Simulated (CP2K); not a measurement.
# CdS under changes of volume

One of the cells (20.871 Å³/atom); the others are scaled copies at fixed shape and fractional positions:

```
Cd S
1.0
     3.89368    0.00000    0.00000
     1.94684    3.37202    0.00000
     1.94684    1.12401    3.17917
Cd S
1 1
Direct
  0.00000 0.00000 0.00000
  0.50000 0.50000 0.50000
```

Measurements of this composition are mostly on another form, of space group No. 186.

| Item | Value |
| --- | --- |
| Program | CP2K 2026.2 |
| Functional | PBE |
| Potentials or basis | POTENTIAL_UZH Cd GTH-PBE-q12, S GTH-PBE-q6; TZVP-MOLOPT-PBE-GTH basis |
| Density cutoff | 6123 eV |
| k mesh | 8 × 8 × 8 |
| Occupations | fermi-dirac, width 0.05 eV |
| Spin | no spin polarisation |

| volume (Å³/atom) | energy over the lowest point (meV/atom) | pressure (GPa) |
| --- | --- | --- |
| 19.618 | 19.21 | 5.2 |
| 20.036 | 8.22 | 3.3 |
| 20.453 | 1.98 | 1.5 |
| 20.871 | 0.00 | 0.0 |
| 21.288 | 1.81 | -1.4 |
| 21.705 | 6.99 | -2.6 |
| 22.123 | ? | ? |

What does the run at 22.123 Å³/atom give?

Energy over the lowest point 15.19 meV/atom; pressure -3.7 GPa.

Worked out: A Birch-Murnaghan fit of order 3 (a polynomial in V^(-2/3)) to the other rows has its minimum at 20.87 Å³/atom with B0 = V·E''(V) = 73 GPa and B' = 4.6. It gives 15.22 meV/atom at 22.123 Å³/atom, against the run's 15.19, and -dE/dV = -3.7 GPa, against -3.7.

Energies are extrapolated to zero smearing.

Caveats: the basis of atomic orbitals isn't converged, which shifts pressures, moduli and gaps.
